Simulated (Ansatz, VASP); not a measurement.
## I in VASP and in Ansatz

```xyz
1
Lattice="-2.0894 2.0894 2.0894 2.0894 -2.0894 2.0894 2.0894 2.0894 -2.0894" Properties=species:S:1:pos:R:3 pbc="T T T"
I     0.0000    0.0000    0.0000
```

The real solid is made of molecules; this cell is a model form.

Alike in both runs: task single point; functional PBEsol; dispersion D4; k mesh 8 × 8 × 8; occupations fermi-dirac, width 0.05 eV; no spin polarisation.

|  | VASP | Ansatz |
| --- | --- | --- |
| version | VASP 6.6.1 | Ansatz 0.2.0 |
| potentials or method | VASP PAW PBE potentials, release 64 (I) | plane waves, PAW |
| plane-wave cutoff (eV) | 520 | 420 |
| valence electrons in the cell | 7 | 17 |

|  | VASP | Ansatz | Ansatz less VASP |
| --- | --- | --- | --- |
| gap on the k mesh at the Fermi level (eV) | none | none | - |
| pressure (GPa) | -3.4 | -3.4 | 0.00 |
| dispersion energy (meV/atom) | -224.1 | -224.3 | -0.21 |

A gap of «none» marks a metal or a gap that the smearing closes. The two sets of potentials don't hold the same shells in valence.

Caveats: the PAW data sets were made with another functional, which shifts forces and pressure a little (VASP); an odd number of electrons without spin polarisation forces a metal; a magnetic or distorted state may lie lower; pairwise dispersion overbinds metals, which lowers pressure and volume. Spin-orbit coupling is left out, which matters for the levels of I.
